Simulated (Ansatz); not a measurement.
## Piezoelectric response of BeSe, calculated with Ansatz

Space group F-43m (No. 216), 2 atoms in the cell of the first input below: a = 3.627 Å, b = 3.627 Å, c = 3.627 Å, α = 60.00°, β = 60.00°, γ = 60.00°.

The structure is a measured one, not always of the ambient phase, relaxed without spin–orbit coupling to zero pressure (pressure 0.0 GPa with this functional, without spin–orbit coupling). Functional: PBEsol.

Input:

```yaml
crystal:
  lattice:
    - [0.0, 2.564494623, 2.564494623]
    - [2.564494623, 0.0, 2.564494623]
    - [2.564494623, 2.564494623, 0.0]
  atoms:
    - { symbol: Be, position: [0.0, 0.0, 0.0] }
    - { symbol: Se, position: [0.75, 0.75, 0.75] }
basis:
  ecutwfc: 420
  ecutrho_ratio: 4
kpoints:
  mp_grid: { grid: [12, 12, 12] }
hamiltonian:
  xc: pbesol
scf:
  occupations: { method: fixed }
output:
  forces: true
  stress: true
  eigenvalues: true
  polarization: {}
elastic:
  mode: relaxed_ion
  stencil: two_point
```

```bash
ansatz run input.yaml --threads 4 --pin off --max-ram 9216MiB --backend cpu --events-out ev --progress --plain --runs-dir out
```

Time: 43 s on 4 threads of Arm Neoverse V1, with other jobs on the host, peak memory 0.62 GiB.

Elastic constants with relaxed ions (GPa, engineering shears):

```tsv
	xx	yy	zz	yz	xz	xy
xx	131.3	53.6	53.6	0.0	0.0	0.0
yy	53.6	131.3	53.6	0.0	0.0	0.0
zz	53.6	53.6	131.3	0.0	0.0	0.0
yz	0.0	0.0	0.0	67.2	0.0	0.0
xz	0.0	0.0	0.0	0.0	67.2	0.0
xy	0.0	0.0	0.0	0.0	0.0	67.2
```

Proper piezoelectric stress tensor e (C/m²):

```json
{"": "x", "xx": "0.000", "yy": "0.000", "zz": "0.000", "yz": "0.196", "xz": "0.000", "xy": "0.000"}
{"": "y", "xx": "0.000", "yy": "0.000", "zz": "0.000", "yz": "0.000", "xz": "0.196", "xy": "0.000"}
{"": "z", "xx": "0.000", "yy": "0.000", "zz": "0.000", "yz": "0.000", "xz": "0.000", "xy": "0.196"}
```

Signs follow the polarity of the cell as typed: the inverted crystal has all signs reversed.

**Question.** Which piezoelectric strain constant d is largest in size (symmetry may tie others with it)?

**Answer.** d = e C⁻¹ gives d(x; yz) = 2.9 pC/N, tied by symmetry with others.

|  | xx | yy | zz | yz | xz | xy |
| --- | --- | --- | --- | --- | --- | --- |
| x | 0.0 | 0.0 | 0.0 | 2.9 | 0.0 | 0.0 |
| y | 0.0 | 0.0 | 0.0 | 0.0 | 2.9 | 0.0 |
| z | 0.0 | 0.0 | 0.0 | 0.0 | 0.0 | 2.9 |
